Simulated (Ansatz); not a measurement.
**SrO: how the settings move a single-point run**

Question: which choices in the input matter for SrO? The cell is built on a prototype (wurtzite) and needn't be the phase found in nature.

Computed with Ansatz 0.2.0 (reference: DFT, PBEsol, plane waves, PAW, unless a step's input says otherwise).

2 further runs of the same task are left out: 2 that didn't finish.

## 1. Starting point

It takes space group P6_3/mmc (No. 194, hexagonal). The conventional cell has a = 4.270 Å, b = 4.270 Å, c = 5.144 Å, α = 90.00°, β = 90.00°, γ = 120.00°. Sr (site symmetry -6m2) is surrounded by 5 O at 2.47 to 2.57 Å. O (site symmetry -6m2) has 5 Sr at 2.47 to 2.57 Å as nearest neighbours.

As a file:

```cif
data_structure
_symmetry_space_group_name_H-M 'P6_3/mmc'
_symmetry_Int_Tables_number 194
_cell_length_a 4.2700
_cell_length_b 4.2700
_cell_length_c 5.1444
_cell_angle_alpha 90.000
_cell_angle_beta 90.000
_cell_angle_gamma 120.000
_cell_volume 81.23
loop_
_atom_site_label
_atom_site_type_symbol
_atom_site_symmetry_multiplicity
_atom_site_Wyckoff_symbol
_atom_site_fract_x
_atom_site_fract_y
_atom_site_fract_z
_atom_site_occupancy
Sr1 Sr 2 d 0.33333 0.66667 0.75000 1
O1 O 2 c 0.33333 0.66667 0.25000 1
```

## 2. Reference

Input file input.yaml:

```yaml
crystal:
  lattice:
    - [4.2700309501, 0.0, 0.0]
    - [-2.135015475, 3.6979552777, 0.0]
    - [0.0, 0.0, 5.1444468281]
  atoms:
    - { symbol: Sr, position: [0.3333333333, 0.6666666667, -0.0625] }
    - { symbol: Sr, position: [0.6666666667, 0.3333333333, 0.4375] }
    - { symbol: O, position: [0.3333333333, 0.6666666667, 0.4375] }
    - { symbol: O, position: [0.6666666667, 0.3333333333, 0.9375] }
kpoints:
  mp_grid: { grid: [6, 6, 4] }
hamiltonian:
  xc: pbesol
scf:
  occupations: { method: fixed }
  n_extra_bands: 5
output:
  forces: true
  stress: true
  eigenvalues: true
```

Run with:

```console
$ ansatz run input.yaml --threads 4 --pin off --max-ram 3686MiB --backend cpu --events-out ev --progress --plain --runs-dir out
```

## 3. Changing settings: occupations.method cold, occupations.width 0.001

Edit input.yaml of step 2 so:

```diff
@@ -15,3 +15,3 @@
 scf:
-  occupations: { method: fixed }
+  occupations: { method: cold, width: 0.001 }
   n_extra_bands: 5
```

## 4. Changed: occupations.method methfessel_paxton, occupations.width 0.05

Edit input.yaml of step 2 so:

```diff
@@ -15,3 +15,3 @@
 scf:
-  occupations: { method: fixed }
+  occupations: { method: methfessel_paxton, width: 0.05 }
   n_extra_bands: 5
```

## 5. Changing settings: dr2_threshold 1.0e-12

Edit input.yaml of step 2 so:

```diff
@@ -17,2 +17,4 @@
   n_extra_bands: 5
+  convergence: { dr2_threshold: 1.0e-12 }
+  max_iter: 73
 output:
```

## 6. Variant: xc lda

Edit input.yaml of step 2 so:

```diff
@@ -13,3 +13,3 @@
 hamiltonian:
-  xc: pbesol
+  xc: lda
 scf:
```

## 7. Variant: mp_grid.grid [6, 6, 2], xc hse06

Edit input.yaml of step 2 so:

```diff
@@ -11,5 +11,5 @@
 kpoints:
-  mp_grid: { grid: [6, 6, 4] }
+  mp_grid: { grid: [6, 6, 2] }
 hamiltonian:
-  xc: pbesol
+  xc: hse06
 scf:
```

Q: Predict the outcome of this session. Wanted: for each run, ending; energy change; pressure; gap; force.

**Answer**, as computed:

```csv
run,ending,energy change,pressure (GPa),gap (eV),force (eV/Å),cycles,time
reference,converged,0,-1.7,2.53,0.00,7,0.8 s
"1: occupations.method cold, occupations.width 0.001",converged,0.0 meV/atom (σ→0),-1.7,2.53,0.00,6,0.79 s
"2: occupations.method methfessel_paxton, occupations.width 0.05",converged,0.0 meV/atom (σ→0),-1.7,2.53,0.00,6,0.78 s
3: dr2_threshold 1.0e-12,converged,0.0 meV/atom,-1.7,2.53,0.00,11,0.97 s
4: xc lda,converged,not comparable,-4.2,2.47,0.00,6,0.75 s
"5: mp_grid.grid [6, 6, 2], xc hse06",converged,not comparable,-0.1,4.00,0.00,13,12 s
```

Residual by cycle in the longest SCF loop of each run; runs are numbered as in the table. The quantity is the density residual dr2, in eV.

```csv
cycle,reference,run 1,run 2,run 3,run 4,run 5
1,0.112,0.11,0.109,0.112,0.168,0.0817
2,0.0217,0.0206,0.02,0.0217,0.0331,0.038
3,2.2e-4,2.5e-4,2.6e-4,2.2e-4,0.00135,0.00388
4,8.2e-6,2.6e-5,2.6e-5,8.2e-6,3.4e-5,0.00147
5,2.7e-6,1.1e-6,1.1e-6,2.7e-6,2.0e-6,2.6e-5
6,1.3e-7,6.8e-8,6.1e-8,1.3e-7,6.0e-8,2.9e-6
7,3.5e-8,-,-,3.4e-8,-,-
8,-,-,-,2.1e-9,-,-
9,-,-,-,2.1e-11,-,-
10,-,-,-,2.0e-12,-,-
11,-,-,-,1.1e-13,-,-
```

**Reading.** Of the converged runs whose energies compare with the reference's, none moves it noticeably. Of the variants the dearest is «mp_grid.grid [6, 6, 2], xc hse06» (12 s), the cheapest «xc lda» (0.75 s), on a shared host.
